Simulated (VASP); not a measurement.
Cs2SnI6: dielectric tensor with PBE

The system is Cs2SnI6.

```
Cs Sn I
1.0
     0.00000    5.77993    5.77993
     5.77993    0.00000    5.77993
     5.77993    5.77993    0.00000
Cs Sn I
2 1 6
Direct
  0.25000 0.25000 0.25000
  0.75000 0.75000 0.75000
  0.00000 0.00000 0.00000
  0.75172 0.24828 0.24828
  0.24828 0.75172 0.24828
  0.24828 0.75172 0.75172
  0.75172 0.24828 0.75172
  0.24828 0.24828 0.75172
  0.75172 0.75172 0.24828
```

```json
{"Program": "VASP 6.6.1", "Task": "dielectric tensor", "Functional": "PBE", "Potentials or basis": "VASP PAW PBE potentials, release 64 (Cs_sv, Sn_d, I)", "Cutoff": "520 eV", "k mesh": "6 × 6 × 6", "Occupations": "gaussian, width 0.03 eV", "Spin": "no spin polarisation", "Monkhorst-Pack mesh": "yes", "Further INCAR settings": "ALGO = Normal; EDIFF = 1e-08"}
```

* Electronic dielectric tensor (diagonal): 5.63
* Born charges (mean of the diagonal): Cs +1.38; Sn +3.78; I -1.09 e

Levels at points of the mesh, in eV from the valence-band top:
| k point | band 34 | band 35 | band 36 | band 37 | band 38 | band 39 | band 40 | band 41 |
| --- | --- | --- | --- | --- | --- | --- | --- | --- |
| (0.08, 0.08, 0.08) | -0.43 | -0.02 | -0.02 | 0.00 | 0.14 | 3.94 | 4.05 | 4.05 |

Electronic dielectric tensor:
```
5.63 0.00 0.00
0.00 5.63 0.00
0.00 0.00 5.63
```

Born effective charge tensors (e):
atom 1, Cs
```
1.38 0.00 0.00
0.00 1.38 0.00
0.00 0.00 1.38
```
atom 2, Cs
```
1.38 0.00 0.00
0.00 1.38 0.00
0.00 0.00 1.38
```
atom 3, Sn
```
3.78 0.00 0.00
0.00 3.78 0.00
0.00 0.00 3.78
```
atom 4, I
```
-2.07  0.00  0.00
 0.00 -0.60  0.00
 0.00  0.00 -0.60
```
atom 5, I
```
-0.60  0.00  0.00
 0.00 -2.07  0.00
 0.00  0.00 -0.60
```
atom 6, I
```
-2.07  0.00  0.00
 0.00 -0.60  0.00
 0.00  0.00 -0.60
```
atom 7, I
```
-0.60  0.00  0.00
 0.00 -2.07  0.00
 0.00  0.00 -0.60
```
atom 8, I
```
-0.60  0.00  0.00
 0.00 -0.60  0.00
 0.00  0.00 -2.07
```
atom 9, I
```
-0.60  0.00  0.00
 0.00 -0.60  0.00
 0.00  0.00 -2.07
```

Wall time 35 min on 4 MPI ranks on Intel(R) Xeon(R) 6975P-C (Granite Rapids), with other jobs on the host, peak memory 2.5 GiB a rank.

Spin-orbit coupling is left out, which matters for the levels of Cs, I.
